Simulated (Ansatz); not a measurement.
Sr: enthalpy against pressure

Sr, Im-3m, a = 4.670 Å. This isn't the element's structure at ambient conditions. Ansatz: PBEsol, PAW, 420 eV, Γ-centred 12×12×12 mesh on 1 atom, Gaussian smearing 0.10 eV; no spin polarisation. The cell is relaxed at each pressure, and no other structure is tried, so the rows at high pressure may lie past a change of phase. y is the enthalpy over the state at zero pressure; there V0 = 50.921 Å³/atom. The pressures are the targets, met within 0.02 GPa.

| P (GPa) | y (eV/atom) |
| --- | --- |
| -2.0 | -0.7058 |
| 0.0 | 0.0000 |
| 2.0 | 0.5942 |
| 5.0 | 1.3764 |
| 10.0 | 2.5084 |
| 20.0 | ? |
| 40.0 | 7.3784 |

Q: Fit y = c1 P + c2 P² + c3 P³ to the other rows, say what c1 and c2 mean, and predict the missing value.

A: Least squares on the rows shown. y = 0.31910 P − 0.0081323 P² + 0.00011916 P³. Since dH/dP = V, c1 is V0: 0.31910 eV/GPa × 160.2 = 51.120 Å³ against 50.921; c2 = −V0/(2B0) gives B0 = 20 GPa, where a Birch–Murnaghan fit to the volumes of the same runs (not shown) gives 12.3 GPa: a cubic over this range folds the higher terms into c2. Above P = −c2/(3 c3) = 23 GPa the cubic's slope, the volume, would rise with pressure, so the form fails there. At P = 20.0 the fit asked for gives 4.0824 eV/atom. The run gave 4.3941 eV/atom, so the fit is 0.3117 eV/atom too low, 3.9 % of the span of the series, against an rms of 0.0219 eV/atom on the fitted rows. With a term in P⁴ added, a fit to the same known rows predicts 4.9243 eV/atom, which misses by about as much or more on the other side: the known rows don't fix the higher terms. Also, this row ran on the mesh 16×16×16, its neighbour on 14×14×14, which can shift it a little.

The mesh isn't the same in all rows (12×12×12, 14×14×14, 16×16×16).